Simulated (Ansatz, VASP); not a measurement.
## One calculation of WS2, two programs

```
CELL_PARAMETERS angstrom
3.18352 0.00000 0.00000
-1.59176 2.75701 0.00000
0.00000 0.00000 16.95058
ATOMIC_POSITIONS crystal
W 0.33333 0.66667 0.00000
S 0.69387 0.38774 0.90800
S 0.66667 0.33333 0.09200
```

Change from the starting cell: one atom moved.

Alike in both runs: task single point; functional PBE; k mesh 12 × 12 × 2; occupations gaussian, width 0.02 eV; no spin polarisation.

|  | VASP | Ansatz |
| --- | --- | --- |
| version | VASP 6.6.1 | Ansatz 0.2.0 |
| potentials or method | VASP PAW PBE potentials, release 64 (W_sv, S) | scalar-relativistic, plane waves, PAW |
| plane-wave cutoff (eV) | 520 | 420 |
| valence electrons in the cell | 26 | 26 |

|  | VASP | Ansatz | Ansatz less VASP |
| --- | --- | --- | --- |
| gap on the k mesh at the Fermi level (eV) | 1.78 | 1.77 | -0.004 |
| least direct gap on the mesh (eV) | 1.78 | 1.77 | -0.004 |
| rms of the force components (eV/Å) | 0.709 | 0.709 | -0.0001 |

Atom by atom the forces differ by 0.002 eV/Å (rms over components). The functional is the same, so the differences come from potentials, cutoffs and numerics.

Caveats: spin-orbit coupling is left out, which moves the levels of the heavy elements.
